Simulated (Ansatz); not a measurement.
Crystal: S, fcc type, 1 atom in the cell.

These are results of Ansatz 0.2.0 development build, PBE, plane waves, PAW datasets (generated soft set 1), not measurements.

Cutoff 420 eV; k-mesh 47×47×47 Γ-centred; Fermi–Dirac smearing of 0.0612 eV; no spin polarisation.

The fit to the energies gives V₀ = 15.870 Å³/atom (a₀ = 3.989 Å), B₀ = 78.9 GPa, B₀′ = 4.31.

**Question.** What pressure does the program print at V = 15.565 Å³/atom, and how far above the lowest computed point (V = 15.883 Å³/atom) does the energy lie?

**Answer.** 1.60 GPa and 1.49 meV/atom. All points:

| V (Å³/atom) | a (Å) | E − E(min) (meV/atom) | P (GPa) |
| --- | --- | --- | --- |
| 14.930 | 3.9088 | 15.27 | 5.49 |
| 15.248 | 3.9363 | 6.45 | 3.44 |
| 15.565 | 3.9634 | 1.49 | 1.60 |
| 15.883 | 3.9902 | 0.00 | -0.06 |
| 16.201 | 4.0167 | 1.63 | -1.56 |
| 16.518 | 4.0427 | 6.07 | -2.90 |
| 16.836 | 4.0685 | 13.04 | -4.10 |

The published all-electron PBE values for this crystal (mean of FLEUR and WIEN2k, k-spacing 0.06 Å⁻¹; Bosoni et al., Nat. Rev. Phys. 6, 45 (2024)) are V₀ = 15.881 Å³/atom, B₀ = 78.8 GPa, B₀′ = 4.31.

The stress includes the program's correction for the finite plane-wave basis.

This cubic structure is a model: it isn't the usual form of the substance at ambient conditions, and such phases are metastable or hypothetical.
